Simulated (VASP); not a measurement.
# InP in VASP: one cell, several levels of theory

Zincblende InP, under -1.0 % equal strain in all directions is computed at one geometry. Runs: PBE, r2SCAN.

The runs shown are made with VASP 6.6.1. PAW datasets, plane waves. Calculated at 0 K for a non-magnetic cell.

**1. The system as given**

The cell comes from an earlier relaxation with r2SCAN in another program.

It is cubic, F-43m (No. 216); a = 5.848 Å in the conventional setting, 25.01 Å³ an atom. Near In stand 4 P at 2.53 Å; near P stand 4 In at 2.53 Å.

As a file:

```
CELL_PARAMETERS angstrom
0.00000 2.92425 2.92425
2.92425 0.00000 2.92425
2.92425 2.92425 0.00000
ATOMIC_POSITIONS crystal
In 0.00000 0.00000 0.00000
P 0.25000 0.25000 0.25000
```

**2. PBE**

INCAR reads:

```
ENCUT = 520.000000
SIGMA = 0.020000
EDIFF = 1.00e-07
GGA = PE
PREC = Accurate
IBRION = -1
ISIF = 2
ISMEAR = -1
NBANDS = 16
NELM = 120
NSW = 0
LASPH = .TRUE.
LCHARG = .FALSE.
LWAVE = .FALSE.
LREAL = .FALSE.
```

KPOINTS reads:

```
KPOINTS created by Atomic Simulation Environment
0
Gamma
8 8 8
0 0 0
```

KPOINTS_OPT reads:

```
special points
6
Reciprocal
0.0000000000 0.0000000000 0.0000000000 1
-0.5000000000 -0.5000000000 0.0000000000 1
-0.3750000000 -0.3750000000 0.2500000000 1
-0.3750000000 0.0000000000 0.3750000000 1
0.0000000000 0.0000000000 0.5000000000 1
-0.5000000000 -0.2500000000 0.2500000000 1
```

POSCAR reads:

```
In P
 1.0000000000000000
     0.0000000000000000    2.9242497584999998    2.9242497584999998
     2.9242497584999998    0.0000000000000000    2.9242497584999998
     2.9242497584999998    2.9242497584999998    0.0000000000000000
 In  P
   1   1
Cartesian
  0.0000000000000000  0.0000000000000000  0.0000000000000000
  1.4621248792499999  1.4621248792499999  1.4621248792499999
```

The run uses the recommended PBE PAW datasets (18 valence electrons a neutral cell).

Run with:

```
mpirun -np 1 vasp_std
```

Standard output, without the iteration lines:

```text
POSCAR found type information on POSCAR InP
 POSCAR found :  2 types and       2 ions
 LDA part: xc-table for (Slater+PW92), standard interpolation
 POSCAR, INCAR and KPOINTS ok, starting setup
 FFT: planning ... GRIDC
 FFT: planning ... GRID_SOFT
 FFT: planning ... GRID
 WAVECAR not read
 entering main loop
 Start KPOINTS_OPT (optional k-point list driver)
k-point batch [1-6\6]
```

OSZICAR:

```text
N       E                     dE             d eps       ncg     rms          rms(c)
DAV:   1     0.112402163328E+03    0.11240E+03   -0.86086E+03   928   0.127E+03
DAV:   2    -0.139360856050E+01   -0.11380E+03   -0.10892E+03  1048   0.296E+02
DAV:   3    -0.859555375649E+01   -0.72019E+01   -0.71710E+01  1192   0.741E+01
DAV:   4    -0.879024965181E+01   -0.19470E+00   -0.19464E+00  1232   0.131E+01
DAV:   5    -0.879883916499E+01   -0.85895E-02   -0.85893E-02  1336   0.232E+00    0.574E+00
DAV:   6    -0.840261369690E+01    0.39623E+00   -0.62114E-01  1488   0.130E+01    0.345E+00
DAV:   7    -0.837245807551E+01    0.30156E-01   -0.16540E-01  1352   0.326E+00    0.127E+00
DAV:   8    -0.837281074465E+01   -0.35267E-03   -0.16136E-02  1216   0.150E+00    0.334E-01
DAV:   9    -0.837341574651E+01   -0.60500E-03   -0.12879E-03  1144   0.379E-01    0.154E-01
DAV:  10    -0.837356882827E+01   -0.15308E-03   -0.25813E-04  1408   0.222E-01    0.101E-01
DAV:  11    -0.837364589028E+01   -0.77062E-04   -0.12278E-04  1080   0.991E-02    0.435E-02
DAV:  12    -0.837364520709E+01    0.68319E-06   -0.80243E-06  1144   0.264E-02    0.120E-02
DAV:  13    -0.837364559727E+01   -0.39018E-06   -0.16112E-06  1120   0.620E-03    0.908E-03
DAV:  14    -0.837364572642E+01   -0.12915E-06   -0.19263E-07  1208   0.448E-03    0.172E-03
DAV:  15    -0.837364575195E+01   -0.25530E-07   -0.11594E-08   768   0.945E-04
   1 F= -.83736458E+01 E0= -.83736458E+01  d E =-.414646E-10
       N       E                     dE             ncg
DAV:   1     0.770044662691E+03   -0.29319E+04      192
DAV:   2     0.105836763876E+03   -0.66421E+03      224
DAV:   3     0.595879551033E+02   -0.46249E+02      240
DAV:   4     0.581294706699E+02   -0.14585E+01      264
DAV:   5     0.580709108295E+02   -0.58560E-01      280
DAV:   6     0.580690398200E+02   -0.18710E-02      264
DAV:   7     0.580690107786E+02   -0.29041E-04      280
DAV:   8     0.580690102712E+02   -0.50746E-06      264
DAV:   9     0.580690102632E+02   -0.79444E-08      200
```

The lines after F= are the extra pass for the points of KPOINTS_OPT, at fixed density; their E is not a total energy.

From OUTCAR:

```text
k-points           NKPTS =     29   k-points in BZ     NKDIM =     29   number of bands    NBANDS=     16

   NELECT =      18.0000    total number of electrons

   dimension x,y,z NGX =    32 NGY =   32 NGZ =   32
   dimension x,y,z NGXF=    64 NGYF=   64 NGZF=   64

  energy-cutoff  :      520.00
  volume of cell :       50.01
      direct lattice vectors                 reciprocal lattice vectors
     0.000000000  2.924249758  2.924249758    -0.170984027  0.170984027  0.170984027
     2.924249758  0.000000000  2.924249758     0.170984027 -0.170984027  0.170984027
     2.924249758  2.924249758  0.000000000     0.170984027  0.170984027 -0.170984027

 k-points in reciprocal lattice and weights: KPOINTS created by Atomic Simulation Env
   0.00000000  0.00000000  0.00000000       0.002
   0.12500000  0.00000000  0.00000000       0.016
   0.25000000  0.00000000  0.00000000       0.016
   0.37500000  0.00000000  0.00000000       0.016
   0.50000000  0.00000000  0.00000000       0.008
   0.12500000  0.12500000  0.00000000       0.012
   0.25000000  0.12500000  0.00000000       0.047
   0.37500000  0.12500000  0.00000000       0.047
[... 21 more k-points ...]

 E-fermi :   5.6432

 k-point     1 :       0.0000    0.0000    0.0000
  band No.  band energies     occupation
      1      -8.9395      2.00000
      2      -8.9395      2.00000
      3      -8.9395      2.00000
      4      -8.7841      2.00000
      5      -8.7841      2.00000
      6      -6.3016      2.00000
      7       5.2599      2.00000
      8       5.2599      2.00000
      9       5.2599      2.00000
     10       6.0069      0.00000
     11       9.3515      0.00000
     12       9.3515      0.00000
     13       9.3515      0.00000
     14      13.8712      0.00000
     15      14.7191      0.00000
     16      14.7191      0.00000

 k-point     2 :       0.1250    0.0000    0.0000
  band No.  band energies     occupation
      1      -8.9590      2.00000
      2      -8.9319      2.00000
      3      -8.9319      2.00000
      4      -8.7841      2.00000
      5      -8.7841      2.00000
      6      -6.1212      2.00000
      7       3.7226      2.00000
      8       5.0719      2.00000
      9       5.0719      2.00000
     10       6.9404      0.00000
     11       9.5099      0.00000
     12       9.6311      0.00000
     13       9.6311      0.00000
     14      14.0773      0.00000
     15      14.0773      0.00000
     16      14.6479      0.00000

 k-point     3 :       0.2500    0.0000    0.0000
  band No.  band energies     occupation
      1      -9.0036      2.00000
      2      -8.9156      2.00000
      3      -8.9156      2.00000
      4      -8.7815      2.00000
      5      -8.7815      2.00000
      6      -5.6172      2.00000
      7       1.8081      2.00000
      8       4.6972      2.00000
      9       4.6972      2.00000
     10       7.0744      0.00000
     11      10.0566      0.00000
     12      10.0566      0.00000
     13      10.5995      0.00000
     14      13.8544      0.00000
     15      13.8544      0.00000
     16      14.4142      0.00000

 k-point     4 :       0.3750    0.0000    0.0000
  band No.  band energies     occupation
      1      -9.0452      2.00000
      2      -8.9034      2.00000
      3      -8.9034      2.00000
      4      -8.7745      2.00000
      5      -8.7745      2.00000
      6      -4.9419      2.00000
      7       0.2042      2.00000
      8       4.3920      2.00000
      9       4.3920      2.00000
     10       6.8672      0.00000
     11      10.1208      0.00000
     12      10.1208      0.00000
     13      11.9416      0.00000
     14      14.2196      0.00000
     15      14.7913      0.00000
     16      14.7913      0.00000

 k-point     5 :       0.5000    0.0000    0.0000
  band No.  band energies     occupation
      1      -9.0618      2.00000
      2      -8.8997      2.00000
      3      -8.8997      2.00000
      4      -8.7702      2.00000
      5      -8.7702      2.00000
      6      -4.5556      2.00000
      7      -0.5033      2.00000
      8       4.2793      2.00000
      9       4.2793      2.00000
     10       6.7756      0.00000
     11      10.0717      0.00000
     12      10.0717      0.00000
     13      12.3754      0.00000
     14      14.7691      0.00000
     15      15.9186      0.00000
     16      15.9186      0.00000

[... the tables of k-points 6 to 29 left out ...]

  Total        1.1755985      1.1755985      1.1755985      0.0000000     -0.0000000      0.0000000
  in kB       37.6613789     37.6613789     37.6613789      0.0000000     -0.0000000      0.0000000
  external PRESSURE =      37.6613789 kB  Pullay stress =       0.0000000 kB

 POSITION                                       TOTAL-FORCE (eV/Angst)
 -----------------------------------------------------------------------------------
      0.00000      0.00000      0.00000         0.000000      0.000000      0.000000
      1.46212      1.46212      1.46212        -0.000000     -0.000000     -0.000000
 -----------------------------------------------------------------------------------
    total drift:                               -0.000000     -0.000000      0.000000

  FREE ENERGIE OF THE ION-ELECTRON SYSTEM (eV)
  ---------------------------------------------------
  free  energy   TOTEN  =        -8.3736457520 eV

  energy  without entropy=       -8.3736457519  energy(sigma->0) =       -8.37364575
```

Wall time 30 s (1 MPI rank of Intel Xeon Platinum 8488C, shared host); peak memory 0.19 GiB.

The levels at the points of KPOINTS_OPT are read from vasprun.xml.

Levels at the named points, in eV from the top of band v (v: the last filled band by count, c: the next):

```
point    v−1      v     c   c+1
    Γ   0.00   0.00  0.75  4.09
    X  -2.34  -2.34  1.75  2.27
    U  -3.33  -1.96  2.36  4.40
    K  -3.33  -1.96  2.36  4.40
    L  -0.98  -0.98  1.52  4.81
    W  -2.98  -2.94  4.29  4.41
```

PBE gives a direct gap of 0.75 eV at Γ. Pressure: 3.77 GPa; the forces vanish within 0.01 eV/Å.

**3. r2SCAN**

INCAR reads:

```
ENCUT = 520.000000
SIGMA = 0.010000
EDIFF = 1.00e-07
ALGO = Normal
METAGGA = R2SCAN
PREC = Accurate
IBRION = -1
ISIF = 2
ISMEAR = 0
NBANDS = 16
NELM = 120
NSW = 0
LASPH = .TRUE.
LCHARG = .TRUE.
LELF = .TRUE.
LWAVE = .FALSE.
LREAL = .FALSE.
```

KPOINTS is that of step 2.

KPOINTS_OPT is that of step 2.

POSCAR is that of step 2.

Run with:

```
mpirun -np 1 vasp_std
```

Standard output, without the iteration lines:

```text
POSCAR found type information on POSCAR InP
 POSCAR found :  2 types and       2 ions
 -----------------------------------------------------------------------------
|                                                                             |
|                                                                             |
|     You enforced a specific xc type in the INCAR file but a different       |
|     I HOPE YOU KNOW WHAT YOU ARE DOING!                                     |
|                                                                             |
 -----------------------------------------------------------------------------

 LDA part: xc-table for (None), standard interpolation
 POSCAR, INCAR and KPOINTS ok, starting setup
 FFT: planning ... GRIDC
 FFT: planning ... GRID_SOFT
 FFT: planning ... GRID
 WAVECAR not read
 entering main loop
 Start KPOINTS_OPT (optional k-point list driver)
k-point batch [1-6\6]
```

OSZICAR:

```text
N       E                     dE             d eps       ncg     rms          rms(c)
DAV:   1     0.882916236629E+02    0.88292E+02   -0.87729E+03   928   0.129E+03
DAV:   2    -0.283100881965E+02   -0.11660E+03   -0.11164E+03  1048   0.302E+02
DAV:   3    -0.356741410977E+02   -0.73641E+01   -0.73325E+01  1184   0.763E+01
DAV:   4    -0.358848234375E+02   -0.21068E+00   -0.21062E+00  1288   0.135E+01
DAV:   5    -0.358927686565E+02   -0.79452E-02   -0.79451E-02  1304   0.217E+00    0.760E+00
DAV:   6    -0.322961796595E+02    0.35966E+01   -0.16417E+00  1184   0.286E+01    0.399E+00
DAV:   7    -0.322778491687E+02    0.18330E-01   -0.27768E-01  1160   0.392E+00    0.253E+00
DAV:   8    -0.322864659369E+02   -0.86168E-02   -0.17102E-02  1248   0.117E+00    0.114E+00
DAV:   9    -0.322878623029E+02   -0.13964E-02   -0.22306E-03  1088   0.387E-01    0.100E-01
DAV:  10    -0.322878856925E+02   -0.23390E-04   -0.39467E-04  1232   0.211E-01    0.125E-01
DAV:  11    -0.322879190707E+02   -0.33378E-04   -0.41797E-05  1280   0.532E-02    0.688E-02
DAV:  12    -0.322879146436E+02    0.44271E-05   -0.26967E-05  1160   0.689E-02    0.420E-02
DAV:  13    -0.322879139197E+02    0.72389E-06   -0.27027E-06  1200   0.115E-02    0.221E-02
DAV:  14    -0.322879140034E+02   -0.83663E-07   -0.84645E-08   888   0.391E-03
   1 F= -.32287914E+02 E0= -.32287914E+02  d E =-.106419E-12
       N       E                     dE             ncg
DAV:   1     0.737906718678E+03   -0.29640E+04      192
DAV:   2     0.533036843784E+02   -0.68460E+03      232
DAV:   3     0.532746741571E+01   -0.47976E+02      224
DAV:   4     0.380969584210E+01   -0.15178E+01      280
DAV:   5     0.373355160574E+01   -0.76144E-01      272
DAV:   6     0.373178105541E+01   -0.17706E-02      264
DAV:   7     0.373173167721E+01   -0.49378E-04      280
DAV:   8     0.373173109526E+01   -0.58195E-06      272
DAV:   9     0.373173108343E+01   -0.11831E-07      184
```

OUTCAR, selected sections:

```text
k-points           NKPTS =     29   k-points in BZ     NKDIM =     29   number of bands    NBANDS=     16

   NELECT =      18.0000    total number of electrons

   dimension x,y,z NGX =    32 NGY =   32 NGZ =   32
   dimension x,y,z NGXF=    64 NGYF=   64 NGZF=   64

  energy-cutoff  :      520.00
  volume of cell :       50.01
      direct lattice vectors                 reciprocal lattice vectors
     0.000000000  2.924249758  2.924249758    -0.170984027  0.170984027  0.170984027
     2.924249758  0.000000000  2.924249758     0.170984027 -0.170984027  0.170984027
     2.924249758  2.924249758  0.000000000     0.170984027  0.170984027 -0.170984027

 k-points in reciprocal lattice and weights: KPOINTS created by Atomic Simulation Env
   0.00000000  0.00000000  0.00000000       0.002
   0.12500000  0.00000000  0.00000000       0.016
   0.25000000  0.00000000  0.00000000       0.016
   0.37500000  0.00000000  0.00000000       0.016
   0.50000000  0.00000000  0.00000000       0.008
   0.12500000  0.12500000  0.00000000       0.012
   0.25000000  0.12500000  0.00000000       0.047
   0.37500000  0.12500000  0.00000000       0.047
[... 21 more k-points ...]

 E-fermi :   5.1273

 k-point     1 :       0.0000    0.0000    0.0000
  band No.  band energies     occupation
      1      -9.5853      2.00000
      2      -9.5853      2.00000
      3      -9.5853      2.00000
      4      -9.4024      2.00000
      5      -9.4024      2.00000
      6      -6.9630      2.00000
      7       5.0831      2.00000
      8       5.0831      2.00000
      9       5.0831      2.00000
     10       6.2896      0.00000
     11       9.5238      0.00000
     12       9.5238      0.00000
     13       9.5238      0.00000
     14      14.2430      0.00000
     15      15.0150      0.00000
     16      15.0150      0.00000

 k-point     2 :       0.1250    0.0000    0.0000
  band No.  band energies     occupation
      1      -9.6079      2.00000
      2      -9.5770      2.00000
      3      -9.5770      2.00000
      4      -9.4022      2.00000
      5      -9.4022      2.00000
      6      -6.7722      2.00000
      7       3.5860      2.00000
      8       4.8895      2.00000
      9       4.8895      2.00000
     10       7.1603      0.00000
     11       9.6962      0.00000
     12       9.8147      0.00000
     13       9.8147      0.00000
     14      14.3564      0.00000
     15      14.3564      0.00000
     16      15.0408      0.00000

 k-point     3 :       0.2500    0.0000    0.0000
  band No.  band energies     occupation
      1      -9.6587      2.00000
      2      -9.5591      2.00000
      3      -9.5591      2.00000
      4      -9.3996      2.00000
      5      -9.3996      2.00000
      6      -6.2416      2.00000
      7       1.5831      2.00000
      8       4.5010      2.00000
      9       4.5010      2.00000
     10       7.2848      0.00000
     11      10.2516      0.00000
     12      10.2516      0.00000
     13      10.8611      0.00000
     14      14.1365      0.00000
     15      14.1365      0.00000
     16      14.7487      0.00000

 k-point     4 :       0.3750    0.0000    0.0000
  band No.  band energies     occupation
      1      -9.7054      2.00000
      2      -9.5449      2.00000
      3      -9.5449      2.00000
      4      -9.3929      2.00000
      5      -9.3929      2.00000
      6      -5.5350      2.00000
      7      -0.0961      2.00000
      8       4.1827      2.00000
      9       4.1827      2.00000
     10       7.0626      0.00000
     11      10.3018      0.00000
     12      10.3018      0.00000
     13      12.2393      0.00000
     14      14.5858      0.00000
     15      15.1422      0.00000
     16      15.1422      0.00000

 k-point     5 :       0.5000    0.0000    0.0000
  band No.  band energies     occupation
      1      -9.7237      2.00000
      2      -9.5403      2.00000
      3      -9.5403      2.00000
      4      -9.3887      2.00000
      5      -9.3887      2.00000
      6      -5.1334      2.00000
      7      -0.8341      2.00000
      8       4.0647      2.00000
      9       4.0647      2.00000
     10       6.9660      0.00000
     11      10.2436      0.00000
     12      10.2436      0.00000
     13      12.6483      0.00000
     14      15.2147      0.00000
     15      16.3357      0.00000
     16      16.3357      0.00000

[... the tables of k-points 6 to 29 left out ...]

  Total        0.6476478      0.6476478      0.6476478     -0.0000000      0.0000000     -0.0000000
  in kB       20.7479925     20.7479925     20.7479925     -0.0000000      0.0000000     -0.0000000
  external PRESSURE =      20.7479925 kB  Pullay stress =       0.0000000 kB

 POSITION                                       TOTAL-FORCE (eV/Angst)
 -----------------------------------------------------------------------------------
      0.00000      0.00000      0.00000        -0.000000     -0.000000     -0.000000
      1.46212      1.46212      1.46212         0.000000      0.000000      0.000000
 -----------------------------------------------------------------------------------
    total drift:                               -0.000002     -0.000002     -0.000002

  FREE ENERGIE OF THE ION-ELECTRON SYSTEM (eV)
  ---------------------------------------------------
  free  energy   TOTEN  =       -32.2879140034 eV

  energy  without entropy=      -32.2879140034  energy(sigma->0) =      -32.28791400
```

Wall time 74 s (1 MPI rank of Intel Xeon Platinum 8488C, shared host); peak memory 0.19 GiB.

The levels at the points of KPOINTS_OPT are read from vasprun.xml.

Levels at the named points, in eV from the top of band v (v: the last filled band by count, c: the next):

```
point    v−1      v     c   c+1
    Γ   0.00   0.00  1.21  4.44
    X  -2.43  -2.43  2.00  2.55
    U  -3.45  -2.03  2.64  4.77
    K  -3.45  -2.03  2.64  4.77
    L  -1.02  -1.02  1.88  5.16
    W  -3.09  -3.03  4.58  4.83
```

r2SCAN gives a direct gap of 1.21 eV at Γ. The pressure is 2.07 GPa; the forces vanish within 0.01 eV/Å.

The maps below are laid out on this run's own conventional cell (a, b, c = 5.848, 5.848, 5.848 Å).

Density in a lattice plane of the grid's cell (edges 5.85 and 5.85 Å, at 0.000 of the third edge), which holds In.

Ten even steps from ' ' (0.01 e/Å³) to '@' (12.05 e/Å³):
```
##++--..                                  ..--++
--::..                                      ..::
                                                
                                                
                                                
                                                
                                                
                    ..::--::..                  
                  ..--++##++--..                
                  ..==%%@@%%==..                
                  ..--++##++--..                
                    ..::--::..                  
                                                
                                                
                                                
                                                
                                                
--::..                                      ..::
##++--..                                  ..--++
@@%%==..                                  ..==%%
```
Columns run along the first of these edges and rows up along the second, over one cell in 24 and 20 even steps from the bottom left corner. Atoms in the plane (fractional): In at (0.00, 0.00), In at (0.50, 0.50).

ELF in the same plane.

Ten even steps from ' ' (0.01) to '@' (0.54):
```
    ..====----::..              ..::----====..  
..::==++====++==::..          ..::==++====++==::
++++++==++####**++--....  ....--++**####++==++++
----==++##@@@@%%##++--::..::--++##%%@@@@##++==--
----==**%%@@@@@@%%**==------==**%%@@@@@@%%**==--
..::--++##%%@@@@##++==------==++##@@@@%%##++--::
  ....--++**####++==++++++++++==++####**++--....
      ..::==++====++==::..::==++====++==::..    
        ..::----====..      ..====----::..      
        ..::----++--    --    --++----::..      
        ..::----====..      ..====----::..      
      ..::==++====++==::..::==++====++==::..    
  ....--++**####++==++++++++++==++####**++--....
..::--++##%%@@@@##++==------==++##@@@@%%##++--::
----==**%%@@@@@@%%**==------==**%%@@@@@@%%**==--
----==++##@@@@%%##++--::..::--++##%%@@@@##++==--
++++++==++####**++--....  ....--++**####++==++++
..::==++====++==::..          ..::==++====++==::
    ..====----::..              ..::----====..  
--    --++----::..              ..::----++--    
```
Columns run along the first of these edges and rows up along the second, over one cell in 24 and 20 even steps from the bottom left corner. Atoms in the plane (fractional): In at (0.00, 0.00), In at (0.50, 0.50).

Both are smooth fields of the valence electrons: close to the nuclei they are not physical.

Maxima of ELF outside the ion cores: 0.90 on the P–In line, 0.9 Å from P.

**4. What came out**

```
 level  gap (eV)  pressure (GPa)
   PBE      0.75            3.77
r2SCAN      1.21            2.07
```

**Reading.** The gap runs from 0.75 eV (PBE) to 1.21 eV (r2SCAN). Spin-orbit coupling is left out, though the cell holds In (Z = 49); in an element this heavy it can shift bands and gaps by tenths of an eV. The pressure is highest with PBE (3.8 GPa) and lowest with r2SCAN (2.1 GPa), which orders the cells that they would relax to.
